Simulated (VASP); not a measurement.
## FeO (Wuestite): single point with LDA

**Measured values to compare with.**

From “W\"ustite: Electric, thermodynamic and optical properties of FeO”, 2012, arxiv:1203.1201, for a bulk crystal of FeO: band gap 2.4 eV (optical).

FeO (Wuestite):

```xyz
4
Lattice="2.1554 2.1554 4.3108 2.1554 -2.1554 0.0000 2.1554 2.1554 0.0000" Properties=species:S:1:pos:R:3 pbc="T T T"
Fe    0.0000    0.0000    0.0000
Fe    2.1554    0.0000    2.1554
O     2.1554    2.1554    2.1554
O     2.1554    0.0000    0.0000
```

```yaml
Program: VASP 6.6.1
Task: single point
Functional: LDA
Potentials_or_basis: VASP PAW LDA potentials, release 64 (Fe, O)
Cutoff: 520 eV
k_mesh: 8 × 8 × 8
Occupations: fermi-dirac, width 0.05 eV
Spin: collinear spin, random start
Starting_moments: "[-0.06, 2.23, 0.0, 0.0] μB"
Supercell_matrix: "[1, 1, 0, -1, 1, 0, 0, 0, 1]"
Further_INCAR_settings: ALGO = Normal; EDIFF = 1e-07
```

```json
{
 "Pressure": "-15.3 GPa",
 "Band gap on the k mesh": "none (metal or under the smearing width)",
 "Net moment": "7.98 μB per cell",
 "Site moments": "Fe +3.57; O +0.32 μB",
 "Valence electrons inside the program's atomic spheres": "Fe 6.76; O 4.95"
}
```

Stress tensor (GPa, compression positive):
```
-15.41   0.00   0.00
  0.00 -15.41   0.00
  0.00   0.00 -15.21
```

Levels at points of the mesh, in eV from the Fermi level:
Spin up:
```tsv
k point	band 14	band 15	band 16	band 17	band 18	band 19
(0.00, 0.00, 0.00)	-3.35	-2.95	-2.50	-2.50	-2.43	0.23
(0.50, 0.00, 0.00)	-2.40	-2.40	-2.40	-1.93	-1.93	4.05
(0.00, 0.50, 0.00)	-2.29	-2.12	-2.12	-0.17	-0.17	5.50
(0.50, 0.50, 0.00)	-2.24	-0.08	-0.08	-0.08	-0.08	4.10
(0.00, 0.50, 0.50)	-2.55	-2.50	-2.50	-1.44	-1.44	7.47
(0.50, 0.50, 0.50)	-2.50	-2.50	-2.50	-2.43	-2.43	5.31
```
Spin down:
```tsv
k point	band 6	band 7	band 8	band 9	band 10	band 11	band 12	band 13	band 14	band 15
(0.00, 0.00, 0.00)	-3.13	-3.13	-3.13	-2.12	-0.75	-0.75	-0.75	-0.03	-0.03	0.51
(0.50, 0.00, 0.00)	-4.00	-4.00	-4.00	-1.47	-1.46	0.24	0.24	0.43	0.43	0.43
(0.00, 0.50, 0.00)	-5.34	-4.99	-4.99	0.06	0.06	0.31	0.32	0.39	0.39	0.90
(0.50, 0.50, 0.00)	-5.12	-5.12	-5.12	0.38	0.38	0.38	0.38	0.61	0.61	2.66
(0.00, 0.50, 0.50)	-5.99	-5.47	-5.47	-0.04	-0.04	-0.04	-0.04	0.74	0.74	0.87
(0.50, 0.50, 0.50)	-4.31	-4.31	-4.31	-2.12	-2.12	0.51	0.51	0.74	0.74	0.74
```

It took 2.6 min on 1 thread of Intel(R) Xeon(R) Platinum 8488C (Sapphire Rapids) (shared host), peak memory 0.21 GiB.

Against the measured gap of FeO, 2.4 eV (optical; quoted in “W\"ustite: Electric, thermodynamic and optical properties of FeO”, 2012, arxiv:1203.1201), the calculated 0.00 eV is off by -2.40 eV. So large a miss can be the level of theory's own, or it may mean another phase, state or a wrong row. The value is that of LDA on a finite k mesh, which can miss the band edges, without temperature or zero-point motion. Semilocal functionals fall short of measured gaps as a rule. The run's magnetic order (collinear spin, random start) needn't be the measured crystal's.

Caveat: semilocal functionals often make such compounds metallic where correlation or magnetic order opens a gap, which also shifts bond lengths.
